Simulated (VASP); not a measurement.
# SnTe (Fm-3m) in VASP: settings compared, part 2 of 2

VASP 6.6.1.

## Step 4: Relaxation of cell and atoms, r2SCAN

INCAR

```
PREC = Accurate
ENCUT = 600
EDIFF = 1E-6
ISMEAR = 0
SIGMA = 0.03
LREAL = F
LASPH = T
NELM = 80
ALGO = Normal
ISIF = 3
LWAVE = F
LCHARG = F
METAGGA = R2SCAN
LMIXTAU = T
IBRION = 2
NSW = 90
EDIFFG = -0.01
```

KPOINTS

```
Automatic mesh
0
Gamma
  10 10 10
```

POSCAR

```
SnTe
1.0
    0.0000000000      3.1508500000      3.1508500000
    3.1508500000      0.0000000000      3.1508500000
    3.1508500000      3.1508500000      0.0000000000
Sn Te
1 1
Direct
    0.0000000000      0.0000000000      0.0000000000
    0.5000000000      0.5000000000      0.5000000000
```

On the command line:

```sh
$ cat potpaw_PBE.64/Sn_d/POTCAR potpaw_PBE.64/Te/POTCAR > POTCAR
$ mpirun -np 1 vasp_std > vasp.out
```

Wall time 4.6 min (1 thread of Intel Xeon Platinum 8488C (Sapphire Rapids), shared host); peak memory 0.26 GiB.

Results (log left out):

* Free energy: -50.6899 eV
* Relaxed volume: 32.33 Å³/atom
* Relaxed cell: a = 4.505 Å, b = 4.505 Å, c = 4.505 Å, α = 60.00°, β = 60.00°, γ = 60.00°
* Space group after relaxing (to 0.05 Å): Fm-3m (No. 225)
* Energy gained by relaxing: 5.0 meV/atom
* Ionic steps: 3
* Pressure after relaxing: 0.0 GPa
* Band gap on the k mesh: 0.13 eV, direct

Step by step:
```tsv
step	energy change (eV)	largest force (eV/Å)	pressure (GPa)	volume (Å³)
1	0.0000	0.0000	1.58	62.56
2	-0.0090	0.0000	-0.48	65.39
3	-0.0101	0.0000	0.00	64.67
```

Final structure:
```
Sn Te
1.0
     0.00000    3.18576    3.18576
     3.18576    0.00000    3.18576
     3.18576    3.18576    0.00000
Sn Te
1 1
Direct
  0.00000 0.00000 0.00000
  0.50000 0.50000 0.50000
```

Levels at points of the mesh, in eV from the valence-band top:
```tsv
k point	band 8	band 9	band 10	band 11	band 12	band 13
(0.00, 0.00, 0.00)	-2.40	-2.40	-2.40	3.36	3.36	3.36
(0.50, 0.00, 0.00)	-2.04	-2.04	0.00	0.13	0.33	0.33
(0.50, 0.50, 0.00)	-5.74	-3.96	-3.96	2.45	4.95	4.95
```

Caveat: the PAW data sets were made with another functional, which shifts forces and pressure a little; spin-orbit coupling is left out, which moves the levels of the heavy elements.

## Step 5: Relaxation of cell and atoms, r2SCAN

This run uses another cell than the first one, of 32.33 Å³/atom, 1.034 times its volume.

Edit INCAR of step 4 so:

```diff
@@ -2,3 +2,3 @@
 ENCUT = 600
-EDIFF = 1E-6
+EDIFF = 1E-7
 ISMEAR = 0
@@ -16,2 +16,2 @@
 NSW = 90
-EDIFFG = -0.01
+EDIFFG = -0.005
```

KPOINTS is that of step 4.

POSCAR

```
SnTe                                    
1.0
   -0.0000000000      3.1857615200      3.1857615200
    3.1857615200     -0.0000000000      3.1857615200
    3.1857615200      3.1857615200      0.0000000000
  Sn              Te            
     1     1
Direct
     0.0000000000000000    0.0000000000000000    0.0000000000000000
     0.5000000000000000    0.5000000000000000    0.5000000000000000
```

On the command line:

```sh
$ cat potpaw_PBE.64/Sn_d/POTCAR potpaw_PBE.64/Te/POTCAR > POTCAR
$ mpirun -np 1 vasp_std > vasp.out
```

It took 2.1 min on 1 thread of Intel Xeon Platinum 8488C (Sapphire Rapids), shared host; peak memory 0.25 GiB.

Results (log left out):

| Quantity | Value |
| --- | --- |
| Free energy | -50.6902 eV |
| Pressure after relaxing | 0.0 GPa |
| Band gap on the k mesh | 0.13 eV, direct |

Final structure:
```
Sn Te
1.0
     0.00000    3.18576    3.18576
     3.18576    0.00000    3.18576
     3.18576    3.18576    0.00000
Sn Te
1 1
Direct
  0.00000 0.00000 0.00000
  0.50000 0.50000 0.50000
```

Levels at points of the mesh, in eV from the valence-band top:
```
           k point  band 8  band 9  band 10  band 11  band 12  band 13
(0.00, 0.00, 0.00)   -2.40   -2.40    -2.40     3.36     3.36     3.36
(0.50, 0.00, 0.00)   -2.03   -2.03     0.00     0.13     0.33     0.33
(0.50, 0.50, 0.00)   -5.74   -3.96    -3.96     2.45     4.95     4.95
```

Caveat: the relaxation stopped at its first step, so nothing moved; the PAW data sets were made with another functional, which shifts forces and pressure a little; spin-orbit coupling is left out, which moves the levels of the heavy elements. A k mesh can miss the band edges.

## Step 6: Single point, LDA

INCAR

```
SYSTEM = SnTe
  PREC = Accurate
  ENCUT = 520
  EDIFF = 1E-7
  ISMEAR = 0
  SIGMA = 0.03
  LREAL = .FALSE.
  LASPH = .TRUE.
  NELM = 80
  ALGO = Fast
  ISIF = 2
  LWAVE = .FALSE.
  LCHARG = .FALSE.
  NBANDS = 17
  KPAR = 4
```

KPOINTS

```
Automatic mesh
0
G
  6 6 6
  0 0 0
```

POSCAR

```
SnTe
1.0
    0.0000000000      3.1508500000      3.1508500000
    3.1508500000      0.0000000000      3.1508500000
    3.1508500000      3.1508500000      0.0000000000
Sn Te
1 1
Direct
    0.0000000000      0.0000000000      0.0000000000
    0.5000000000      0.5000000000      0.5000000000
```

Potentials or basis: VASP PAW LDA potentials, release 64 (Sn_d, Te).

On the command line:

```sh
$ cat potpaw_LDA.64/Sn_d/POTCAR potpaw_LDA.64/Te/POTCAR > POTCAR
$ mpirun -np 4 vasp_std > vasp.out
```

Wall time 4.6 s (4 MPI ranks of Intel Xeon Platinum 8488C (Sapphire Rapids), shared host); peak memory 0.16 GiB.

Results (log left out):

```
Free energy            : -8.8253 eV
Pressure               : -1.5 GPa
Band gap on the k mesh : 0.12 eV, direct
```

Levels at points of the mesh, in eV from the valence-band top:
```tsv
k point	band 8	band 9	band 10	band 11	band 12	band 13
(0.00, 0.00, 0.00)	-2.07	-2.07	-2.07	3.34	3.34	3.34
(0.50, 0.00, 0.00)	-1.72	-1.72	0.00	0.12	0.39	0.39
(0.50, 0.50, 0.00)	-5.51	-3.67	-3.67	2.23	4.90	4.90
```

Caveat: spin-orbit coupling is left out, which moves the levels of the heavy elements.

## Step 7: Overview

```tsv
task	level	potentials or basis	cell	k mesh	cutoff (eV)	gap on the mesh (eV)	pressure (GPa)
relaxation of cell and atoms	PBEsol	VASP PAW PBE potentials, release 64 (Sn_d, Te)	relaxed	10 × 10 × 10	600	0.16	0.0
relaxation of cell and atoms	r2SCAN	VASP PAW PBE potentials, release 64 (Sn_d, Te)	relaxed	10 × 10 × 10	600	0.13	0.0
single point	LDA	VASP PAW LDA potentials, release 64 (Sn_d, Te)	Fm-3m, 31.28 Å³/atom	6 × 6 × 6	520	0.12	-1.5
```

Alike in all rows: no spin polarisation; smearing gaussian 0.03 eV.

Caveats: spin-orbit coupling is left out, which moves the levels of the heavy elements; the relaxation stopped at its first step, so nothing moved (some runs); the PAW data sets were made with another functional, which shifts forces and pressure a little (some runs).

Total energies depend on the potentials used, so only differences within one code and one set of settings carry meaning.

## Step 8: Comparison with measurements

Step 6. Measured gap of SnTe: 0.18 eV (direct; 300 K; a printed reference work, textbook). This calculation gives 0.12 eV (-0.06 eV). Spin-orbit coupling on Sn, Te is left out. The value is that of LDA on a finite k mesh, which can miss the band edges, without temperature or zero-point motion. Semilocal functionals fall short of measured gaps as a rule.
